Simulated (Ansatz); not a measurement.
What a change of settings does to a run on S

The cell was built from the fcc type and relaxed in the same program; it needn't be a known or the stable phase. The listed cell was then made from it by scaling, straining or moving an atom.

First run: DFT, PBE, all-electron LAPW, scalar-relativistic (Ansatz 0.2.0).

Command: `ansatz run input.yaml --threads 1 --pin off --max-ram 2048MiB --backend cpu --events-out ev --progress --plain --runs-dir out` The run took about 3.6 s on 1 thread of a shared machine.

```yaml
crystal:
  lattice:
    - [0.0, 1.9601560697, 1.9601560697]
    - [1.9601560697, 0.0, 1.9601560697]
    - [1.9601560697, 1.9601560697, 0.0]
  atoms:
    - { symbol: S, position: [0.0, 0.0, 0.0] }
kpoints:
  mp_grid: { grid: [16, 16, 16] }
scf:
  occupations: { method: fermi_dirac, width: 0.03 }
hamiltonian:
  xc: pbe
  pseudopotentials: { kind: all_electron, lapw: { basis_error: 0.001 } }
output:
  forces: true
  stress: true
  eigenvalues: true
```

Result: converged; pressure 4.75 GPa; no gap on the k mesh; 5 SCF iterations.

A second input differs as follows:

```diff
@@ -10,4 +10,5 @@
 scf:
   occupations: { method: fermi_dirac, width: 0.03 }
+  max_iter: 100
 hamiltonian:
   xc: pbe
@@ -17,3 +18,4 @@
   stress: true
   eigenvalues: true
+total_charge: 10
```

Task: What is wrong with it, and what does the program do?

Result: The fault is a charge that the system can't hold (a charged periodic cell is solved on a neutralising background, which makes energy and pressure unphysical). The run converged; pressure -1279.7 GPa; no gap on the k mesh; 5 SCF iterations. Such numbers aren't properties of the crystal. The log ends:
```
  atom   1  S      0.00000000    -0.00000000     0.00000000
  max |Σ_I F_I| component: 6.77e-36 eV/Å
--- Stress (GPa, compression-positive) ---
    -1279.682369       0.000000       0.000000
        0.000000   -1279.682369      -0.000000
        0.000000      -0.000000   -1279.682369
  P = ⅓ Tr σ = -1279.6824 GPa (-12796.824 kbar)
--- Band table (eV; the first three rows and the last of 145) ---
  k-point 0: bands = ["-347.0357", "-304.0833", "-304.0833", "-304.0833", "-35.3884", "-22.1289"]
  k-point 1: bands = ["-347.0357", "-304.0833", "-304.0833", "-304.0833", "-35.3807", "-22.1453"]
  k-point 2: bands = ["-347.0357", "-304.0833", "-304.0833", "-304.0833", "-35.3589", "-22.1921"]
  k-point 144: bands = ["-347.0357", "-304.0833", "-304.0833", "-304.0833", "-35.1135", "-22.4219"]
```
